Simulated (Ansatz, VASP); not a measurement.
## HgS: VASP beside Ansatz

```
Hg S
1.0
     0.00000    2.90621    2.90621
     2.90621    0.00000    2.90621
     2.90621    2.90621    0.00000
Hg S
1 1
Direct
  0.00000 0.00000 0.00000
  0.75000 0.75000 0.75000
```

Change from the starting cell: volume scaled by 0.98.

Alike in both runs: task single point; functional PBE; k mesh 8 × 8 × 8; occupations fermi-dirac, width 0.05 eV; no spin polarisation.

|  | VASP | Ansatz |
| --- | --- | --- |
| version | VASP 6.6.1 | Ansatz 0.2.0 |
| potentials or method | VASP PAW PBE potentials, release 64 (Hg, S) | Ansatz PAW |
| plane-wave cutoff (eV) | 520 | 420 |
| valence electrons in the cell | 18 | 26 |

VASP gave:

- gap on the k mesh at the Fermi level (eV): none
- pressure (GPa): 6.1

Problem. Estimate Ansatz's values.

Solution. gap on the k mesh at the Fermi level (eV): none; pressure (GPa): 5.7.

A gap of «none» marks a metal or a gap that the smearing closes. The functional is the same, so the differences come from potentials, cutoffs and numerics. The two sets of potentials don't hold the same shells in valence.

Spin-orbit coupling is left out, which matters for the levels of Hg.
